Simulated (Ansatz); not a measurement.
ZrO₂: the gap under strain, fitted and tested

Plane-wave DFT in Ansatz, PBE, scalar-relativistic PAW potentials, cutoff 420 eV, no spin-orbit coupling; no spin polarisation. ZrO₂ in space group P4_2/nmc, which needn't be the usual phase of this composition. Biaxial strain in the a-b plane; c and atoms relaxed (conventional cell); Kohn–Sham gaps sought over the whole zone.

```csv
strain (%),space group,gap (eV)
-4.5,P4_2/nmc,4.390
-3.0,P4_2/nmc,?
-1.5,P4_2/nmc,4.172
+0.0,P4_2/nmc,4.034
+1.5,P4_2/nmc,3.746
+3.0,P4_2/nmc,3.465
+4.5,P4_2/nmc,3.195
```

Q: Fit the given gaps and predict the missing one.

A: Next to zero the slopes are -92 meV per % on the compressed side and -192 on the stretched side. The slope drops near zero while the symmetry stays the same, the mark of two bands or valleys crossing at an edge, so only the side of the missing row is fitted, by a line: E_g = 4.042 -0.0782 ε eV (ε in %; scatter 9 meV). At -3.0 % this gives 4.277 eV; the run gave 4.287 eV, 10 meV away. The fit holds.

Cost: about 3.3 core-minutes for the runs cited, on Arm Neoverse V1 (shared hosts).